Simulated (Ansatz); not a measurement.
Runs of Ansatz 0.2.0 on Re. The structure is hexagonal, space group P6_3/mmc (No. 194). Conventional cell: a = 2.761 Å, b = 2.761 Å, c = 4.458 Å, α = 90.00°, β = 90.00°, γ = 120.00°. Re (site symmetry -6m2) is surrounded by 12 Re at 2.74 to 2.76 Å. 

```csv
task,level,cell,k mesh,cutoff (eV),smearing,basis error allowed,mesh quality,gap on the mesh (eV),pressure (GPa),relaxed volume (Å³/atom)
elastic constants,PBEsol,as given,8 × 8 × 5,304,fermi-dirac 0.05 eV,0.001 eV/atom,coarse,none,-4.1,-
single point,PBE,as given,8 × 8 × 4,259,fermi-dirac 0.02 eV,0.002 eV/atom,coarse,none,6.8,-
elastic constants,PBE,as given,8 × 8 × 5,304,fermi-dirac 0.05 eV,0.001 eV/atom,coarse,none,6.1,-
single point,PBE,as given,11 × 11 × 6,281,gaussian 0.028 eV,0.001 eV/atom,not flagged,none,5.9,-
elastic constants,LDA,as given,8 × 8 × 5,304,fermi-dirac 0.05 eV,0.001 eV/atom,coarse,none,(a),-
single point,PBE,as given,6 × 6 × 3,238,fermi-dirac 0.03 eV,0.004 eV/atom,coarse,none,6.2,-
relaxation of cell and atoms,PBEsol+D3(BJ),relaxed,11 × 11 × 6,-,fermi-dirac 0.05 eV,0.001 eV/atom,not flagged,-,0.0,14.27
relaxation of cell and atoms,PBE+D3(BJ),relaxed,11 × 11 × 6,-,fermi-dirac 0.05 eV,0.001 eV/atom,not flagged,-,0.0,(b)
band structure,PBEsol,as given,11 × 11 × 6,281,fermi-dirac 0.05 eV,0.001 eV/atom,not flagged,-,-4.1,-
phonons,PBEsol,as given,8 × 8 × 5,304,fermi-dirac 0.05 eV,0.001 eV/atom,coarse,none,-,-
band structure,BLYP,as given,11 × 11 × 6,281,fermi-dirac 0.05 eV,0.001 eV/atom,not flagged,-,19.6,-
relaxation of cell and atoms,RPBE+D3(BJ),relaxed,11 × 11 × 6,-,fermi-dirac 0.05 eV,0.001 eV/atom,not flagged,-,0.0,13.43
```

Alike in all rows: potentials or basis all-electron LAPW, scalar-relativistic; no spin polarisation.

**Question.** Estimate the missing entries.

**Answer.** (a) -10.0; (b) 14.67.

Caveats: some runs use coarse meshes; the k mesh is thin for a metal, which can move the energy by tens of meV per atom (some runs); a metal's response needs a denser mesh (some runs); the cell is more than 3 GPa from zero pressure, which shifts response properties (some runs); elastic constants of metals need much finer meshes, so these are rough (some runs); spin-orbit coupling is left out, which moves the levels of the heavy elements (some runs); so large a pressure means that the cell lies far from this level's equilibrium, or that cutoff or potentials fall short (some runs).

A k mesh can miss the band edges, and the runs leave out spin-orbit coupling on Re.

A gap of «none» marks a metal or a gap under the smearing width.

The runs don't all hold the same shells in valence.
